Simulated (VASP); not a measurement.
Wanted: the native input for a VASP 6.6.1 run.

- Task: band structure
- Functional: PBE
- Dispersion: D3(BJ)
- Potentials or basis: VASP PAW PBE potentials, release 64 (B, N)
- Cutoff: 520 eV
- k mesh: 15 × 15 × 6
- Occupations: gaussian, width 1 eV
- Spin: no spin polarisation
- Further INCAR settings: ALGO = Fast; EDIFF = 1e-07

Crystal: BN.

```xyz
4
Lattice="2.5068 0.0000 0.0000 -1.2534 2.1710 0.0000 0.0000 0.0000 6.5852" Properties=species:S:1:pos:R:3 pbc="T T T"
B     0.0000    1.4473    1.6463
B     1.2534    0.7237    4.9389
N     0.0000    1.4473    4.9389
N     1.2534    0.7237    1.6463
```

One way to write it, as run:

POSCAR

```
BN                                      
1.0
    2.5068206821      0.0000000000      0.0000000000
   -1.2534103410      2.1709703886      0.0000000000
    0.0000000000      0.0000000000      6.5852161488
  B               N             
     2     2
Direct
     0.3333333300000021    0.6666666699999979    0.2500000000000000
     0.6666666699999979    0.3333333300000021    0.7500000000000000
     0.3333333300000021    0.6666666699999979    0.7500000000000000
     0.6666666699999979    0.3333333300000021    0.2500000000000000
```

INCAR.step1

```
SYSTEM = BN
  PREC = Accurate
  ENCUT = 520
  EDIFF = 1E-7
  ISMEAR = 0
  SIGMA = 1.0
  LREAL = .False.
  LASPH = .True.
  NELM = 80
  ALGO = Fast
  ISIF = 2
  LWAVE = .False.
  LCHARG = .True.
  GGA = PE
  IVDW = 12
```

KPOINTS.step1

```
regular mesh
0
Gamma
  15 15 6
  0 0 0
```

INCAR.step2

```
SYSTEM = BN
  PREC = Accurate
  ENCUT = 520
  EDIFF = 1E-7
  ISMEAR = 0
  SIGMA = 0.05
  LREAL = .False.
  LASPH = .True.
  NELM = 80
  ALGO = Fast
  ISIF = 2
  LWAVE = .False.
  LCHARG = .False.
  GGA = PE
  IVDW = 12
  ICHARG = 11
```

KPOINTS.step2

```
path GMKGALHA,LM,KH
20
line-mode
reciprocal
 0.0000000000  0.0000000000  0.0000000000  G
 0.5000000000  0.0000000000  0.0000000000  M

 0.5000000000  0.0000000000  0.0000000000  M
 0.3333333333  0.3333333333  0.0000000000  K

 0.3333333333  0.3333333333  0.0000000000  K
 0.0000000000  0.0000000000  0.0000000000  G

 0.0000000000  0.0000000000  0.0000000000  G
 0.0000000000  0.0000000000  0.5000000000  A

 0.0000000000  0.0000000000  0.5000000000  A
 0.5000000000  0.0000000000  0.5000000000  L

 0.5000000000  0.0000000000  0.5000000000  L
 0.3333333333  0.3333333333  0.5000000000  H

 0.3333333333  0.3333333333  0.5000000000  H
 0.0000000000  0.0000000000  0.5000000000  A

 0.5000000000  0.0000000000  0.5000000000  L
 0.5000000000  0.0000000000  0.0000000000  M

 0.3333333333  0.3333333333  0.0000000000  K
 0.3333333333  0.3333333333  0.5000000000  H
```

Potentials or basis: VASP PAW PBE potentials, release 64 (B, N).

Run with:

```sh
$ cat potpaw_PBE.64/B/POTCAR potpaw_PBE.64/N/POTCAR > POTCAR
$ cp INCAR.step1 INCAR
$ cp KPOINTS.step1 KPOINTS
$ mpirun -np 1 vasp_std > vasp.out
$ cp INCAR.step2 INCAR
$ cp KPOINTS.step2 KPOINTS
$ mpirun -np 1 vasp_std > vasp.out
```

Results of the run:

| Property | Result |
| --- | --- |
| Band gap on the k mesh | 4.27 eV, indirect (least direct gap 4.63 eV) |
| Band gap along the path | 4.21 eV, indirect (least direct gap 4.63 eV) |
| Dispersion energy per atom | -0.142 eV |

Caveat: the log is that of the step along the path at fixed density, whose energy, stress, charges and moments have no meaning.

Wall time 73 s on 1 thread of Intel(R) Xeon(R) Platinum 8488C (Sapphire Rapids), on a shared host, peak memory 0.2 GiB.
